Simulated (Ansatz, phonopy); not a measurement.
# BeS (F-43m) at temperature and pressure

How does compression alter the response of BeS to heat?

Calculated with Ansatz 0.2.0; DFT RPBE, scalar-relativistic, plane waves, PAW.

This is a report of a sequence of runs, with most program output left out.

The database entry behind the starting cell differs from later determinations by our own check (0.1 to 0.3 % short, probably kX units), so it need not match the best structure at ambient conditions.

## (1) Set-up

Symmetry: F-43m, No. 216, cubic system. The conventional cell has a = 4.850 Å, b = 4.850 Å, c = 4.850 Å, α = 90.00°, β = 90.00°, γ = 90.00°. Nearest to Be lie 4 S at 2.10 Å. S has 4 Be at 2.10 Å nearest. Farther neighbours and most contacts between anions are not listed.

## (2) Probe on a coarse mesh

A cheap single point shows whether the cell is a metal or an insulator and how far it is from rest; that sets the k-mesh and the occupations of what follows.

File input.yaml:

```yaml
crystal:
  lattice:
    - [0.0, 2.425, 2.425]
    - [2.425, 0.0, 2.425]
    - [2.425, 2.425, 0.0]
  atoms:
    - { symbol: Be, position: [0.0, 0.0, 0.0] }
    - { symbol: S, position: [0.25, 0.25, 0.25] }
kpoints:
  mp_grid: { grid: [6, 6, 6] }
hamiltonian:
  xc: rpbe
scf:
  occupations: { method: gaussian, width: 0.1 }
output:
  forces: true
  stress: true
  eigenvalues: true
```

The run is started by

```bash
$ ansatz run input.yaml --threads 4 --pin off --max-ram 8192MiB --backend cpu --events-out ev --progress --plain --runs-dir out
```

Elapsed: 0.26 s, on 4 threads of Arm Neoverse V2, shared host; peak memory 0.25 GiB; 0.59 s of CPU time.

A gap read on the k-mesh alone can miss the band edges.

This step gave:

- pressure: 3.959 GPa
- gap on the k-mesh: 3.227 eV
- volume per atom: 14.26 Å³

The start is under 4.0 GPa at this level and looks like an insulator or semiconductor on this mesh.

## (3) Finding the static equilibrium

The vibrations must be taken about the equilibrium of this functional, not about the starting cell, so the structure is relaxed.

input.yaml, the sections that differ from step 2:

```yaml
kpoints:
  mp_grid: { grid: [8, 8, 8] }
scf:
  occupations: { method: gaussian, width: 0.02 }
relax:
  adjacent_minimum: "off"
  f_tol: 0.005
  max_steps: 80
  cell: { stress_tol: 0.05 }
# crystal, hamiltonian, output: as in step 2
```

Wall time 1.2 s (4 threads); peak memory 0.29 GiB; 3.9 s of CPU time.

The steps of the relaxation:

```csv
step,energy less that of the first step (eV),largest force component (eV/Å),pressure (GPa),volume (Å³)
1,0.0000,0.0000,3.92,28.52
2,-0.0116,0.0000,1.62,29.20
3,-0.0141,0.0000,0.09,29.69
4,-0.0141,0.0000,0.00,29.72
5*,-0.0142,0.0000,0.01,29.72
```

Relaxation steps marked * repeat the geometry before them on a plane-wave basis chosen anew for their cell, so energy and pressure can jump there.

Forces are held to the 24 operations that the run works with; a distortion that breaks them can't arise in this run.

```csv
"conventional cell, symmetrised",before,after,change
a (Å),4.850,4.917,+1.4 %
b (Å),4.850,4.917,+1.4 %
c (Å),4.850,4.917,+1.4 %
volume (Å³/atom),14.26,14.86,+4.2 %
```

The relaxed structure:

```cif
data_structure
_symmetry_space_group_name_H-M 'P 1'
_symmetry_Int_Tables_number 1
_cell_length_a 3.4769
_cell_length_b 3.4769
_cell_length_c 3.4769
_cell_angle_alpha 60.000
_cell_angle_beta 60.000
_cell_angle_gamma 60.000
_cell_volume 29.72
loop_
_atom_site_label
_atom_site_type_symbol
_atom_site_fract_x
_atom_site_fract_y
_atom_site_fract_z
_atom_site_occupancy
Be1 Be 0.00000 0.00000 0.00000 1
S2 S 0.25000 0.25000 0.25000 1
```

This step gave:

```yaml
pressure: 0.006536 GPa
gap_on_the_k_mesh: 3.322 eV
volume_per_atom: 14.86 Å³
```

The relaxation ends with a pressure of 0.01 GPa.

## (4) Relaxing to small residual forces and stress

The relaxation is repeated with tighter thresholds on force and stress, since phonons are sensitive to what is left; a change of mesh or smearing in the input moves the cell too.

input.yaml, the sections that differ from step 3:

```yaml
crystal:
  lattice:
    - [0.0, 2.4585412168, 2.4585412168]
    - [2.4585412168, 0.0, 2.4585412168]
    - [2.4585412168, 2.4585412168, 0.0]
  atoms:
    - { symbol: Be, position: [0.0, 0.0, 0.0] }
    - { symbol: S, position: [0.25, 0.25, 0.25] }
scf:
  occupations: { method: fixed }
relax:
  adjacent_minimum: "off"
  f_tol: 0.001
  max_steps: 60
  cell: { stress_tol: 0.01 }
# kpoints, hamiltonian, output: as in step 3
```

Elapsed: 0.61 s, on 4 threads; peak memory 0.28 GiB; 1.8 s of CPU time.

Little changed from the start: no atom moved by 0.005 Å and no cell edge by 0.1 %.

This step gave:

```yaml
pressure: 0.006546 GPa
```

The residual pressure is 0.0065 GPa, small enough for phonons.

## (5) Relaxation under pressure, pressure 5 GPa

The study at pressure needs a start near its own equilibrium, so the cell is first relaxed to that pressure.

input.yaml, as its differences from that of step 4:

```diff
@@ -22,2 +22,2 @@
   max_steps: 60
-  cell: { stress_tol: 0.01 }
+  cell: { stress_tol: 0.05, p_target: 5.0 }
```

It took 1.3 s on 4 threads; peak memory 0.28 GiB; 4 s of CPU time.

Relaxation path:

```csv
step,energy less that of the first step (eV),largest force component (eV/Å),pressure (GPa),volume (Å³)
1,0.0000,0.0000,0.01,29.72
2,0.0097,0.0000,3.21,28.72
3,0.0233,0.0000,5.13,28.19
4,0.0222,0.0000,5.00,28.23
5*,0.0223,0.0000,4.99,28.23
```

Relaxation steps marked * repeat the geometry before them on a plane-wave basis chosen anew for their cell, so energy and pressure can jump there.

The run keeps the 24 symmetry operations that it works with, so distortions that break them were not tested.

```csv
"conventional cell, symmetrised",before,after,change
a (Å),4.917,4.833,-1.7 %
b (Å),4.917,4.833,-1.7 %
c (Å),4.917,4.833,-1.7 %
volume (Å³/atom),14.86,14.11,-5.0 %
```

Final coordinates:

```
Be S
1.0
     0.00000    2.41671    2.41671
     2.41671    0.00000    2.41671
     2.41671    2.41671    0.00000
Be S
1 1
Direct
  0.00000 0.00000 0.00000
  0.25000 0.25000 0.25000
```

This step gave:

* pressure: 4.993 GPa
* gap on the k-mesh: 3.203 eV
* volume per atom: 14.11 Å³

The cell shrank by 5.0 % in volume.

## (6) The quasi-harmonic study, pressure 5 GPa

Thermal expansion follows from how the free energy of the vibrations (and of the electrons in a metal) changes with strain, so the program makes strained cells, their phonons and a fit in one run.

File input.yaml:

```yaml
crystal:
  lattice:
    - [0.0, 2.4167050753, 2.4167050753]
    - [2.4167050753, 0.0, 2.4167050753]
    - [2.4167050753, 2.4167050753, 0.0]
  atoms:
    - { symbol: Be, position: [0.0, 0.0, 0.0] }
    - { symbol: S, position: [0.25, 0.25, 0.25] }
kpoints:
  mp_grid: { grid: [8, 8, 8] }
hamiltonian:
  xc: rpbe
scf:
  occupations: { method: fixed }
output:
  eigenvalues: true
phonons:
  method: dfpt
  qmesh: [4, 4, 4]
  temperatures: { t_max: 800.0, t_step: 50 }
  thermal_expansion: { pressure: 5.0 }
```

The job ended after 2.7 min (4 threads; peak memory 0.69 GiB; 10 min of CPU time).

This step gave:

```
pressure                                         : 4.995 GPa
gap on the k-mesh                                : 3.202 eV
volume expansion coefficient at 298 K            : 16.39 1e-6/K
C_P at 298 K                                     : 17.98 J/mol-atom/K
entropy at 298 K                                 : 14.88 J/mol-atom/K
isothermal bulk modulus at 298 K                 : 102.6 GPa
Grüneisen parameter at 298 K                     : 0.8076
volume at 298 K                                  : 14.28 Å³/atom
principal linear expansion coefficients at 298 K : 5.462, 5.462, 5.462 1e-6/K
```

Strained cells of the study; zero-point energy where phonons were solved; the pressures are stresses at a fixed cutoff and can carry an offset from the finite basis. Expansion cells, by row:

```csv
cell,|a| (Å),|b| (Å),|c| (Å),V (Å³/atom),E - E_lowest (meV/atom),"pressure, compression positive (GPa)",gap (eV),zero-point energy (meV/atom)
1,3.418,3.418,3.418,14.11,11.09,4.988,3.202,-
2,3.445,3.445,3.445,14.46,3.086,2.555,3.259,-
3,3.391,3.391,3.391,13.78,24.2,7.64,3.143,-
4,3.418,3.418,3.418,14.12,11.04,4.976,3.203,76.94
5,3.435,3.435,3.435,14.33,5.462,3.429,3.239,75.62
6,3.43,3.43,3.43,14.26,6.949,3.891,3.228,76.02
7,3.442,3.442,3.442,14.41,3.808,2.845,3.252,75.1
8,3.454,3.454,3.454,14.56,1.599,1.839,3.277,74.19
9,3.384,3.384,3.384,13.7,28.24,8.331,3.127,-
10,3.401,3.401,3.401,13.91,18.62,6.609,3.166,-
11,3.472,3.472,3.472,14.79,0,0.401,3.312,-
```

Quasi-harmonic; a, b, c are the run's own cell vectors. Expansion, by row:

```csv
T (K),a (Å),b (Å),c (Å),alpha (deg),beta (deg),gamma (deg),cell volume (Å³/cell),alpha_a (1e-6/K),alpha_b (1e-6/K),alpha_c (1e-6/K),alpha_V (1e-6/K),C_P (J/mol-atom/K),C_V (J/mol-atom/K),S (J/mol-atom/K),B_T (GPa),B_S (GPa),Grueneisen,extrapolation,fit error (1e-6/K)
0,3.429,3.429,3.429,60,60,60,28.5,0,0,0,0,0,0,0,104.1,104.1,-,0,0
50,3.429,3.429,3.429,60,60,60,28.5,0.09,0.09,0.09,0.26,1.136,1.136,0.347,104,104,0.201,0,0
100,3.429,3.429,3.429,60,60,60,28.5,0.65,0.65,0.65,1.95,5.353,5.353,2.375,104,104,0.325,0,0
150,3.429,3.429,3.429,60,60,60,28.5,1.89,1.89,1.89,5.66,9.587,9.583,5.36,103.8,103.8,0.526,0,0
200,3.429,3.429,3.429,60,60,60,28.52,3.31,3.31,3.31,9.93,13.19,13.18,8.631,103.5,103.6,0.67,0,0.01
250,3.43,3.43,3.43,60,60,60,28.53,4.54,4.54,4.54,13.61,15.98,15.94,11.89,103.1,103.3,0.756,0,0.01
298.1,3.431,3.431,3.431,60,60,60,28.55,5.46,5.46,5.46,16.39,17.98,17.9,14.88,102.6,103,0.808,0,0.01
300,3.431,3.431,3.431,60,60,60,28.55,5.49,5.49,5.49,16.48,18.04,17.97,14.99,102.6,103,0.809,0,0.01
350,3.432,3.432,3.432,60,60,60,28.58,6.22,6.22,6.22,18.66,19.55,19.45,17.89,102.1,102.7,0.843,0,0.01
400,3.433,3.433,3.433,60,60,60,28.61,6.78,6.78,6.78,20.33,20.68,20.53,20.58,101.6,102.3,0.867,0,0.01
450,3.434,3.434,3.434,60,60,60,28.64,7.21,7.21,7.21,21.63,21.53,21.34,23.07,101.1,101.9,0.883,0,0.01
500,3.435,3.435,3.435,60,60,60,28.67,7.56,7.56,7.56,22.67,22.18,21.96,25.37,100.5,101.5,0.896,0,0.01
550,3.437,3.437,3.437,60,60,60,28.7,7.84,7.84,7.84,23.52,22.7,22.44,27.51,99.98,101.2,0.906,0,0.01
600,3.438,3.438,3.438,60,60,60,28.74,8.07,8.07,8.07,24.22,23.11,22.81,29.51,99.43,100.8,0.914,0,0.01
650,3.439,3.439,3.439,60,60,60,28.77,8.28,8.28,8.28,24.83,23.45,23.11,31.37,98.87,100.3,0.92,0,0.01
700,3.441,3.441,3.441,60,60,60,28.81,8.45,8.45,8.45,25.35,23.74,23.35,33.12,98.31,99.93,0.926,0,0.01
750,3.442,3.442,3.442,60,60,60,28.84,8.61,8.61,8.61,25.82,23.98,23.55,34.77,97.75,99.51,0.931,0,0.02
800,3.444,3.444,3.444,60,60,60,28.88,8.75,8.75,8.75,26.24,24.18,23.72,36.32,97.18,99.09,0.935,0,0.03
```

The expansion coefficient by temperature; values in 1e-6/K:

```csv
temperature (K),volume,principal 1
0,0,0
50,0.26,0.09
100,1.95,0.65
150,5.66,1.89
200,9.93,3.31
250,13.6,4.54
298,16.4,5.46
300,16.5,5.49
350,18.7,6.22
400,20.3,6.78
450,21.6,7.21
500,22.7,7.56
550,23.5,7.84
600,24.2,8.07
650,24.8,8.28
700,25.4,8.45
750,25.8,8.61
800,26.2,8.75
```

At 298 K the volume expansion is 16.4 × 10⁻⁶/K and B_T is 103 GPa. The program raised the cutoff to 487.2 eV by itself: with no cutoff typed, the study takes about 1.16 times the default for its relaxations and scales it with the volume for the phonons.

## (7) Free-energy fit

This step: DFT RPBE, scalar-relativistic, plane waves, PAW (phonopy 4.10.0).

This step gave:

```
volume expansion coefficient at 300 K : 16.35 1e-6/K
isothermal bulk modulus at 300 K      : 102.7 GPa
C_P at 300 K                          : 18.03 J/mol-atom/K
Grüneisen parameter at 300 K          : 0.804
```

The energy (each curve on its own zero) by volume; values in meV/atom:

```csv
volume (Å³/atom),static,F at 0 K,F at 300 K,F at 800 K
14.116,9.44,10.8,11.1,12.7
14.264,5.35,5.8,5.89,6.42
14.329,3.86,3.91,3.92,3.99
14.413,2.21,1.74,1.64,1.1
14.564,0,-1.39,-1.69,-3.31
```

At 5 GPa: the fit is of F + PV, and the F(V) shown holds no PV. Qha vinet, by row:

```csv
T (K),fitted volume (Å³/atom),alpha_V (1e-6/K),B_T (GPa),C_P (J/mol-atom/K),Grueneisen
100,14.25,2.3,104.1,5.185,0.384
150,14.25,5.74,103.9,9.487,0.5343
200,14.26,9.82,103.6,13.13,0.6626
250,14.27,13.46,103.2,15.95,0.7486
300,14.28,16.35,102.7,18.03,0.8036
350,14.29,18.56,102.2,19.56,0.8395
400,14.3,20.26,101.7,20.69,0.8641
450,14.32,21.58,101.1,21.54,0.8816
500,14.33,22.63,100.6,22.2,0.8947
550,14.35,23.49,100,22.71,0.9049
600,14.37,24.21,99.43,23.13,0.913
650,14.39,24.82,98.85,23.47,0.9198
700,14.4,25.36,98.27,23.75,0.9255
```

The volume expansion coefficient by temperature; values in 1e-6/K:

```csv
temperature (K),"phonopy-qha, Vinet",Ansatz's own study
100,2.3,1.95
150,5.74,5.66
200,9.82,9.93
250,13.5,13.6
300,16.4,16.5
350,18.6,18.7
400,20.3,20.3
450,21.6,21.6
500,22.6,22.7
550,23.5,23.5
600,24.2,24.2
650,24.8,24.8
700,25.4,25.4
```

The fit gives a volume expansion of 16.4 × 10⁻⁶/K at 300 K, against 16.4 at 298 K from the study itself, whose static fit uses more cells.

## (8) Relaxation under pressure, pressure 20 GPa

This step: DFT RPBE, scalar-relativistic, plane waves, PAW (Ansatz 0.2.0).

File input.yaml:

```yaml
crystal:
  lattice:
    - [0.0, 2.4585412168, 2.4585412168]
    - [2.4585412168, 0.0, 2.4585412168]
    - [2.4585412168, 2.4585412168, 0.0]
  atoms:
    - { symbol: Be, position: [0.0, 0.0, 0.0] }
    - { symbol: S, position: [0.25, 0.25, 0.25] }
kpoints:
  mp_grid: { grid: [8, 8, 8] }
hamiltonian:
  xc: rpbe
scf:
  occupations: { method: fixed }
output:
  forces: true
  stress: true
  eigenvalues: true
relax:
  adjacent_minimum: "off"
  f_tol: 0.001
  max_steps: 60
  cell: { stress_tol: 0.05, p_target: 20.0 }
```

The job ended after 1.3 s (4 threads; peak memory 0.28 GiB; 4 s of CPU time).

The steps of the relaxation:

```csv
step,energy less that of the first step (eV),largest force component (eV/Å),pressure (GPa),volume (Å³)
1,0.0000,0.0000,0.01,29.72
2,0.1712,0.0000,15.90,25.86
3,0.2669,0.0000,20.90,25.02
4,0.2481,0.0000,19.97,25.17
5*,0.2484,0.0000,19.96,25.17
```

Relaxation steps marked * repeat the geometry before them on a plane-wave basis chosen anew for their cell, so energy and pressure can jump there.

The run keeps the 24 symmetry operations that it works with, so distortions that break them were not tested.

```csv
"conventional cell, symmetrised",before,after,change
a (Å),4.917,4.652,-5.4 %
b (Å),4.917,4.652,-5.4 %
c (Å),4.917,4.652,-5.4 %
volume (Å³/atom),14.86,12.59,-15.3 %
```

Final coordinates:

```cif
data_structure
_symmetry_space_group_name_H-M 'P 1'
_symmetry_Int_Tables_number 1
_cell_length_a 3.2896
_cell_length_b 3.2896
_cell_length_c 3.2896
_cell_angle_alpha 60.000
_cell_angle_beta 60.000
_cell_angle_gamma 60.000
_cell_volume 25.17
loop_
_atom_site_label
_atom_site_type_symbol
_atom_site_fract_x
_atom_site_fract_y
_atom_site_fract_z
_atom_site_occupancy
Be1 Be 0.00000 0.00000 0.00000 1
S2 S 0.25000 0.25000 0.25000 1
```

This step gave:

```
pressure          : 19.96 GPa
gap on the k-mesh : 2.890 eV
volume per atom   : 12.59 Å³
```

The cell shrank by 15.3 % in volume.

(Part 1 of 2 ends here.)

[Logs are printed without paths, hosts, clocks, repeated set-up lines and the standing remarks that a program may print on its own settings, such as how far it seeks lower states.]

[Hosts, paths, dates, database ids (printed as entryN), source tags and the programs' standing remarks are cut or masked in the printed files.]

[A step with changed settings may run another functional than the one named; its input shows which.]
